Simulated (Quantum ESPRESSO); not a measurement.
Zr in Quantum ESPRESSO: convergence with density cutoff

Input of the first run (density cutoff 180 Ry); the others differ in this setting and in those tied to it:

Contents of pw.in:

```
&CONTROL
  calculation = 'scf'
  prefix = 'pwscf'
  outdir = './tmp'
  pseudo_dir = './pseudo'
  tprnfor = .true.
  tstress = .true.
  disk_io = 'nowf'
/
&SYSTEM
  ibrav = 0
  nat = 2
  ntyp = 1
  ecutwfc = 45
  ecutrho = 180
  nbnd = 19
  occupations = 'smearing'
  smearing = 'mv'
  degauss = 0.00367493
/
&ELECTRONS
  conv_thr = 4d-10
  electron_maxstep = 120
  mixing_beta = 0.5
/
ATOMIC_SPECIES
Zr    91.2240 zr_pbesol_v1.uspp.F.UPF
CELL_PARAMETERS angstrom
   3.2320000000    0.0000000000    0.0000000000
  -1.6160000000    2.7989941050    0.0000000000
   0.0000000000    0.0000000000    5.1470000000
ATOMIC_POSITIONS crystal
Zr     0.6502920000    0.3532290000    0.7686840000
Zr     0.3415190000    0.6669130000    0.2624090000
K_POINTS automatic
9 9 5 0 0 0
```

Potentials or basis: GBRV 1.5 PBEsol.

Launch:

```console
$ OMP_NUM_THREADS=1 pw.x -in pw.in > pw.out
```

The cell isn't the ideal one: atoms moved at random, drawn with an rms of 0.15 Å.

Hardware: 1 thread of Arm Neoverse V1 (shared host).

| density cutoff | energy less the tightest run, at zero smearing (meV/atom) | SCF cycles | CPU time (s) | peak memory (GiB) |
| --- | --- | --- | --- | --- |
| 180 Ry | 0.13 | 10 | 110 | 0.16 |
| 225 Ry | 0.10 | 10 | 110 | 0.18 |
| 270 Ry | 0.02 | 10 | 110 | 0.2 |
| 315 Ry | -0.01 | 10 | 120 | 0.22 |
| 360 Ry | -0.01 | 10 | 120 | 0.24 |
| 450 Ry | 0.00 | 10 | 120 | 0.29 |
| 540 Ry | 0.00 | 10 | 120 | 0.35 |
| 720 Ry | 0.00 | 10 | 130 | 0.47 |

Against the tightest run, the energy stays within 1 meV/atom from 180 Ry on. The tightest run that finished is the yardstick and may itself not be fully converged.
